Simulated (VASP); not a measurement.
# Te2Mo in VASP: further runs, part 2 of 2

VASP 6.6.1. Earlier steps stand in the parts before.

### Step 4. Single point, PBEsol (the same slab in its conventional cell)

File INCAR:

```
SYSTEM = Te2Mo
ALGO = Fast ; EDIFF = 1E-6
ENCUT = 520 ; GGA = PS
ISIF = 2 ; ISMEAR = 0
LASPH = .True. ; LCHARG = .False.
LREAL = .False. ; LWAVE = .False.
NBANDS = 20 ; NELM = 100
PREC = Accurate ; SIGMA = 0.02
```

File KPOINTS:

```
k-points
0
Gamma
  12 12 2
  0 0 0
```

File POSCAR:

```
Te2Mo
1.0
    3.4910750445      0.0000000000      0.0000000000
   -1.7455375222      3.0233596750      0.0000000000
    0.0000000000      0.0000000000     17.5264238512
Te Mo
2 1
Direct
    0.3333333333      0.6666666667      0.8971077571
    0.3333333333      0.6666666667      0.1028922429
    0.0000000000      0.0000000000      0.0000000000
```

Potentials or basis: VASP PAW PBE potentials, release 64 (Te, Mo_sv).

Started as:

```console
cat potpaw_PBE.64/Te/POTCAR potpaw_PBE.64/Mo_sv/POTCAR > POTCAR
mpirun -np 1 vasp_std > vasp.out
```

OUTCAR:

```text
SYSTEM = Te2Mo
   EDIFF = 1E-6
   ENCUT = 520
   GGA = PS
   ISIF = 2
   ISMEAR = 0
   LASPH = .True.
   LREAL = .False.
   NELM = 100
   PREC = Accurate

 ion  position               nearest neighbor table
   1  0.333  0.667  0.897-   3 2.70   3 2.70   3 2.70   2 3.61
   2  0.333  0.667  0.103-   3 2.70   3 2.70   3 2.70   1 3.61
   3  0.000  0.000  0.000-   1 2.70   2 2.70   1 2.70   2 2.70   1 2.70   2 2.70

  LATTYP: Found a hexagonal cell.
 ALAT       =     3.4910750445
 C/A-ratio  =     5.0203515043

  Lattice vectors:

 A1 = (   3.4910750445,   0.0000000000,   0.0000000000)
 A2 = (  -1.7455375222,   3.0233596750,   0.0000000000)
 A3 = (   0.0000000000,   0.0000000000,  17.5264238512)

Analysis of symmetry for initial positions (statically):
=====================================================================
 Subroutine PRICEL returns:
 Original cell was already a primitive cell.

 Routine SETGRP: Setting up the symmetry group for a
 hexagonal supercell.

 Subroutine GETGRP returns: Found 12 space group operations
 (whereof 12 operations were pure point group operations)
 out of a pool of 24 trial point group operations.

The static configuration has the point symmetry D_3h.

Analysis of symmetry for dynamics (positions and initial velocities):
=====================================================================
 Subroutine PRICEL returns:
 Original cell was already a primitive cell.

 Routine SETGRP: Setting up the symmetry group for a
 hexagonal supercell.

 Subroutine GETGRP returns: Found 12 space group operations
 (whereof 12 operations were pure point group operations)
 out of a pool of 24 trial point group operations.

The dynamic configuration has the point symmetry D_3h.

 Subroutine INISYM returns: Found 12 space group operations
[... 109 lines left out ...]
   PSTRESS=    0.0 pullay stress
   NELECT =      26.0000    total number of electrons
   NUPDOWN=      -1.0000    fix difference up-down
   EMIN   =  10.00;   EMAX   =-10.00  energy-range for DOS
   EFERMI =   0.00;   METHOD = LEGACY
   ISMEAR =     0;   SIGMA  =   0.02  broadening in eV -4-tet -1-fermi 0-gaus
   EFERMI_NEDOS =   21; number of points for ismear=-14 and -15
   IALGO  =     68    algorithm
   IMIX   =      4    mixing-type and parameters
     AMIX     =   0.40;   BMIX     =  1.00
     AMIX_MAG =   1.60;   BMIX_MAG =  1.00
  volume/ion in A,a.u.               =      61.66       416.12
  Fermi-wavevector in a.u.,A,eV,Ry     =   0.851174  1.608486  9.857390  0.724498
  Thomas-Fermi vector in A             =   1.967266
   LORBIT       =      0    0 simple, 1 ext, 2 COOP (PROOUT), +10 PAW based schemes
   GGA     = PS    functional components
   LHFCALC =     F    Hartree Fock is set to
   AEXX    =    0.0000 exact exchange contribution
   IVDW    =     0    specifies the selected vdW correction
   LEPSILON=     F    determine dielectric tensor
   LRPA    =     F    only Hartree local field effects (RPA)
 non-spin polarized calculation
 RMM-DIIS sequential band-by-band and
 Gauss-broadening in eV      SIGMA  =   0.02
  energy-cutoff  :      520.00
  volume of cell :      184.99
 maximum number of plane-waves:      5046
 NGX is ok and might be reduce to    28
   NGX = 13   NGY = 13   NGZ = 65

 number of electron      26.0000002 magnetization

 Free energy of the ion-electron system (eV)
  ---------------------------------------------------
  ext. energy  EPLUGINS =         0.00000000
  ---------------------------------------------------
  free energy    TOTEN  =       -19.61451871 eV

  energy without entropy =      -19.61451871  energy(sigma->0) =      -19.61451871

 E-fermi :   0.3585     XC(G=0):  -4.8460

 val. band max:        0.2425176150   @ k =   0.3333   0.3333   0.0000
 cond. band min:       1.4444541655   @ k =   0.3333   0.3333   0.0000
 fundamental gap:      1.2019365506
 Fermi energy:         0.3585168468

 k-point     1 :       0.0000    0.0000    0.0000
  band No.  band energies     occupation
      1     -60.2850      2.00000
      2     -34.5005      2.00000
      3     -34.3452      2.00000
      4     -34.3452      2.00000
      5     -12.5397      2.00000
      6     -11.5658      2.00000
[... 541 lines left out ...]
     19       6.2007      0.00000
     20       6.3104      0.00000

 [... further k-points ...]
[... 5 lines left out ...]
  --------------------------------------------------------------------------------------
  -------------------------------------------------------------------------------------
  Total        0.0434809      0.0434809      0.0996155      0.0000000     -0.0000000      0.0000000
  in kB        0.3765881      0.3765881      0.8627702      0.0000000     -0.0000000      0.0000000
  external PRESSURE =       0.5386488 kB  Pullay stress =       0.0000000 kB

 VOLUME and BASIS-vectors are now :
 -----------------------------------------------------------------------------
  energy-cutoff  :      520.00
  volume of cell :      184.99
      direct lattice vectors                 reciprocal lattice vectors
     3.491075045  0.000000000  0.000000000     0.286444716  0.165378934  0.000000000
    -1.745537522  3.023359675  0.000000000     0.000000000  0.330757868  0.000000000
     0.000000000  0.000000000 17.526423851     0.000000000  0.000000000  0.057056705

 POSITION                                       TOTAL-FORCE (eV/Angst)
 -----------------------------------------------------------------------------------
     -0.00000      2.01557     15.72309         0.000000      0.000000     -0.030566
     -0.00000      2.01557      1.80333        -0.000000      0.000000      0.030566
      0.00000      0.00000      0.00000         0.000000      0.000000      0.000000
 -----------------------------------------------------------------------------------
    total drift:                                0.000000     -0.000000     -0.000000

  FREE ENERGIE OF THE ION-ELECTRON SYSTEM (eV)
  ---------------------------------------------------
  free  energy   TOTEN  =       -19.6145187050 eV

  energy  without entropy=      -19.6145187050  energy(sigma->0) =      -19.61451871
```

Run time: 1.7 min. Hardware: 1 thread of Intel Xeon 6975P-C (Granite Rapids), shared host; peak memory 0.39 GiB.

What came out:

```
Free energy            : -19.6145 eV
Largest force          : 0.031 eV/Å
Band gap on the k mesh : 1.20 eV, direct
```

Forces in eV/Å, atoms in the order of the input:
```
Te   0.000  0.000 -0.031
Te   0.000  0.000  0.031
Mo   0.000  0.000  0.000
```

Caveat: the PAW data sets were made with another functional, which shifts forces and pressure a little; spin-orbit coupling is left out, which moves the levels of the heavy elements.

### Step 5. Single point, PBEsol

This run uses another cell than the first one, of 64.12 Å³/atom, 1.040 times its volume.

File INCAR:

```
ALGO     = Normal         # electronic algorithm
EDIFF    = 1E-6           # SCF threshold, eV
ENCUT    = 520            # plane-wave cutoff, eV
GGA      = PS             # functional
ISIF     = 2              # what is computed and relaxed
ISMEAR   = 0              # smearing method
LASPH    = True           # aspherical terms in the spheres
LCHARG   = True           # write CHGCAR
LELF     = True           # ELF
LREAL    = False          # projectors in reciprocal space
LVHAR    = True         
LWAVE    = False          # write WAVECAR
NBANDS   = 20             # bands
NELM     = 100            # most SCF steps
PREC     = Accurate       # precision mode
SIGMA    = 0.1            # smearing width, eV
```

File KPOINTS:

```
k-points
0
Gamma
  6 6 1
```

File POSCAR:

```
Te2Mo
1.0
    3.5602328140      0.0000000000      0.0000000000
   -1.7801164070      3.0832520603      0.0000000000
    0.0000000000      0.0000000000     17.5240578200
Te Mo
2 1
Direct
    0.3333333300      0.6666666700      0.8978554500
    0.3333333300      0.6666666700      0.1021445500
    0.0000000000      0.0000000000      0.0000000000
```

Started as:

```console
cat potpaw_PBE.64/Te/POTCAR potpaw_PBE.64/Mo_sv/POTCAR > POTCAR
mpirun -np 1 vasp_std > vasp.out
```

Wall time 1.8 min (1 thread of Intel Xeon Platinum 8375C at 2.90GHz (Ice Lake), shared host); peak memory 0.3 GiB.

Results (log left out):

| Property | Result |
| --- | --- |
| Free energy | -19.5839 eV |
| Largest force | 0.141 eV/Å |
| Band gap on the k mesh | 1.05 eV, direct |

Forces on the atoms (eV/Å):
```
Te   0.000  0.000  0.141
Te   0.000  0.000 -0.141
Mo   0.000  0.000  0.000
```

Levels at points of the mesh, in eV from the valence-band top:
| k point | band 9 | band 10 | band 11 | band 12 | band 13 | band 14 | band 15 | band 16 | band 17 | band 18 |
| --- | --- | --- | --- | --- | --- | --- | --- | --- | --- | --- |
| (0.00, 0.00, 0.00) | -1.70 | -1.61 | -0.90 | -0.90 | -0.38 | 3.07 | 3.07 | 3.37 | 3.37 | 4.31 |
| (0.50, 0.00, 0.00) | -3.29 | -2.30 | -1.54 | -0.71 | -0.34 | 1.39 | 1.74 | 3.32 | 3.73 | 3.95 |

Caveat: the PAW data sets were made with another functional, which shifts forces and pressure a little; spin-orbit coupling is left out, which moves the levels of the heavy elements. As with any semilocal functional, this PBEsol gap is likely too small.

### Step 6. The runs side by side

```csv
task,cell,k mesh,cutoff (eV),smearing,gap on the mesh (eV),largest force (eV/Å)
single point,"P-6m2, 61.66 Å³/atom",12 × 12 × 2,520,gaussian 0.02 eV,1.20,0.03
relaxation of cell and atoms,relaxed,12 × 12 × 2,600,gaussian 0.02 eV,1.20,-
single point,the same crystal in its conventional cell,12 × 12 × 2,520,gaussian 0.02 eV,1.20,0.03
single point,"P-6m2, 64.12 Å³/atom",6 × 6 × 1,520,gaussian 0.1 eV,1.05,0.14
```

Alike in all rows: level PBEsol; potentials or basis VASP PAW PBE potentials, release 64 (Te, Mo_sv); no spin polarisation.

Caveats: the PAW data sets were made with another functional, which shifts forces and pressure a little; spin-orbit coupling is left out, which moves the levels of the heavy elements.

Absolute energies hang on the potentials; compare differences alone.
